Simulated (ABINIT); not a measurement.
A run of ABINIT 10.8.3 (patched build) is set up as follows.

Contents of run.abi:

```
# Datasets: one volume each
ndtset 7
getwfk -1
scalecart1 3*0.9795861087
scalecart2 3*0.9864848297
scalecart3 3*0.9932883884
scalecart4 3*1.0000000000
scalecart5 3*1.0066227096
scalecart6 3*1.0131594038
scalecart7 3*1.0196128224

# Pseudopotentials
pp_dirpath "./"
pseudos "W.GGA_PBE-JTH.xml, C.GGA_PBE-JTH.xml"

# Structure
acell 2.9065 2.9065 2.8366 Angstrom
rprim
     1.0000000000     0.0000000000     0.0000000000
    -0.5000000000     0.8660254038     0.0000000000
     0.0000000000     0.0000000000     1.0000000000
ntypat 2
znucl 74 6
natom 2
typat 1 2
xred
     0.0000000000     0.0000000000     0.0000000000
     0.6666666667     0.3333333333     0.5000000000

# Plane-wave basis
ecut 517.016339 eV
pawecutdg 38.0

# k points
kptopt 1
ngkpt 10 10 9
nshiftk 1
shiftk 0.0 0.0 0.0

# Exchange and correlation
ixc -109134

# Bands and occupations
nband 13
occopt 3
tsmear 0.05 eV

# SCF cycle
nstep 100
tolvrs 1.0e-9

# Output
iomode 3
prtwf 1
prtden 0
prteig 0
prtebands 0
enunit 2
```

Potentials or basis: JTH PAW PBE v2.0.

Launch:

```bash
$ abinit run.abi > log 2>&1
```

(1) Predict the bulk modulus at fixed shape and positions.

(2) Estimate the pressure derivative of the bulk modulus.

Answers

(1) 388 GPa.

(2) 4.1.

Caveat: pressures at fixed basis lie under the slope of the energies; the cell was scaled at fixed shape and fractional positions, which overstates the stiffness of a crystal with free parameters, most of all of layers and chains; the PAW data sets were made with another functional, which shifts forces and pressure a little.
